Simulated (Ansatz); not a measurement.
# CoSi: the crystal squeezed far

An exercise on one series of results from a longer session: the logs are not shown, and one member is left open.

Program: Ansatz 0.2.0. Level of theory: DFT r²SCAN, with the methods named in each step. These are calculated values, not measurements.

## The system as given

It takes space group Fm-3m (No. 225, cubic). Conventional cell: a = 4.585 Å, b = 4.585 Å, c = 4.585 Å, α = 90.00°, β = 90.00°, γ = 90.00°. Co (site symmetry m-3m) is surrounded by 6 Si at 2.29 Å. Around Si (site symmetry m-3m) lie 6 Co at 2.29 Å.

Coordinates:

```xyz
2
Lattice="0.0000 2.2924 2.2924 2.2924 0.0000 2.2924 2.2924 2.2924 0.0000" Properties=species:S:1:pos:R:3 pbc="T T T"
Co    0.0000    0.0000    0.0000
Si    2.2924    2.2924    2.2924
```

Whether this phase is the stable one at these pressures isn't tested.

Atoms are numbered in the order of the input: Co1, Si2.

The first run:

The input, input.yaml:

```yaml
crystal:
  lattice:
    - [0.0, 2.2923918786, 2.2923918786]
    - [2.2923918786, 0.0, 2.2923918786]
    - [2.2923918786, 2.2923918786, 0.0]
  atoms:
    - { symbol: Co, position: [0.0, 0.0, 0.0] }
    - { symbol: Si, position: [0.5, 0.5, 0.5] }
kpoints:
  mp_grid: { grid: [14, 14, 14] }
scf:
  occupations: { method: fermi_dirac, width: 0.1 }
hamiltonian:
  xc: r2scan
  pseudopotentials: { kind: paw }
output:
  forces: true
  stress: true
relax:
  f_tol: 0.005
  max_steps: 40
  cell: {}
```

The run is started by

```bash
$ ansatz run input.yaml --threads 1 --pin off --max-ram 2048MiB --backend cpu --events-out ev --progress --plain --runs-dir out
```

Among the steps run: Cell relaxed at zero pressure, PAW; Volume scaled by 1, PAW; Volume scaled by 0.94, PAW; Volume scaled by 0.88, PAW; Volume scaled by 0.8, PAW; Volume scaled by 0.72, PAW; Volume scaled by 0.72, PAW (source ansatz); Volume scaled by 0.64, PAW; Volume scaled by 0.55, PAW; Volume scaled by 0.55, PAW (partial_waves polarizable).

One table of the session follows, with a row left open; its other results are not shown here.

| method | volume over the first | volume (Å³/atom) | pressure (GPa) |
| --- | --- | --- | --- |
| PAW | 1 | 12.411 | 0.02 |
| PAW | 0.94 | 11.666 | 11.99 |
| PAW | 0.88 | 10.921 | 28.54 |
| PAW | 0.8 | 9.928 | 61.08 |
| PAW | 0.72 | 8.936 | 112.40 |
| PAW | 0.64 | ? | ? |
| PAW | 0.55 | 6.826 | 356.93 |
| PAW (partial_waves polarizable) | 0.55 | 6.826 | 356.92 |
| PAW (source ansatz) | 0.72 | 8.936 | 112.49 |

**Question.** Estimate the row for PAW, 0.64.

**Answer.** volume (Å³/atom): 7.943; pressure (GPa): 195.28. In the column «volume (Å³/atom)» it lies between PAW (partial_waves polarizable), 0.55 (6.826) and PAW, 0.72 (8.936).

Caveats from the session: Spin polarisation is left out here, though a magnetic state may lie well lower.
